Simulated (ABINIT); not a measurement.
Runs of ABINIT 10.8.3 (patched build) on PtSe2 (Sudovikovite). The structure is trigonal, space group P-3m1 (No. 164). The conventional cell has a = 3.724 Å, b = 3.724 Å, c = 5.062 Å, α = 90.00°, β = 90.00°, γ = 120.00°. Pt (site symmetry -3m) is surrounded by 6 Se at 2.49 Å. Se (site symmetry 3m) has 3 Pt at 2.49 Å as nearest neighbours. 

```tsv
task	level	potentials or basis	k mesh	cutoff (eV)	fine-grid cutoff	gap on the mesh (eV)	pressure (GPa)	largest force (eV/Å)
single point	r2SCAN	JTH PAW PBE v2.0	6 × 6 × 4	653	1251.72 eV	none	-	0.41
band structure	LDA-PZ	JTH PAW LDA v2.0	8 × 8 × 5	544	1088.46 eV	none	-0.1	0.28
single point	PBE	JTH PAW PBE v2.0	6 × 6 × 4	544	1088.46 eV	none	7.8	(b)
single point	LDA	JTH PAW LDA v2.0	6 × 6 × 4	544	1088.46 eV	none	-0.1	(a)
single point	PBEsol	JTH PAW PBE v2.0	10 × 10 × 6	544	1088.46 eV	none	2.8	0.41
```

Alike in all rows: no spin polarisation; cell as given; smearing fermi-dirac 0.05 eV.

Question: Fill in the values left out.

Answer: (a) 0.26; (b) 0.67.

Caveats: the PAW data sets were made with another functional, which shifts forces and pressure a little (some runs).

A k mesh can miss the band edges, and the runs leave out spin-orbit coupling on Pt, Se.

A gap of «none» marks a metal or a gap under the smearing width.

Not every run made on this cell is shown here.
